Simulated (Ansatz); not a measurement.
# PbSe and its competing phases

Method: Ansatz 0.2.0, DFT PBE, scalar-relativistic, plane waves, PAW. Settings: cutoff 420 eV, Γ-centred meshes spaced at most about 0.3 Å⁻¹ (2π included), Gaussian smearing. No spin polarisation.

Formation energies are uncorrected and refer to the elements' standard structures at the same level.

These are static total energies at zero pressure. These runs have no spin–orbit coupling, which can matter for Pb. The reference form of Se is held partly by dispersion forces, which this level lacks.

The competitors are the elements and 1 reference phase of this chemical system (from databases or known types: PbSe), relaxed at the same level; other known phases may be missing.

The candidate was reached from: 6-connected net, two elements alternating.

```
Pb Se
1.0
     4.26998    0.00000    0.00000
    -2.13499    3.69791    0.00000
     0.00000    0.00000    7.64627
Pb Se
2 2
Cartesian
  2.1350 1.2326 5.7347
  0.0000 2.4653 1.9116
  0.0000 0.0000 0.0000
  0.0000 0.0000 3.8231
```

Problem. Where does it stand against these competitors?

Solution. Not the lowest form: another structure of the same formula lies lower. Its formation energy is -0.481 eV/atom. The lowest competing phase at this composition is this:

```tsv
phase	space group	source	share of atoms	ΔE_f (eV/atom)
PbSe	Fm-3m (No. 225)	Materials Project	1.0000	-0.565
```

The candidate lies 84 meV/atom above this phase. The candidate matches no cell in the subsets of the Crystallography Open Database and the Materials Project at hand. Checks: imaginary modes on a 2×2×1 q mesh (to 53i cm⁻¹). So it is a saddle point, neither stable nor metastable. It has the anti-nickel arsenide type.
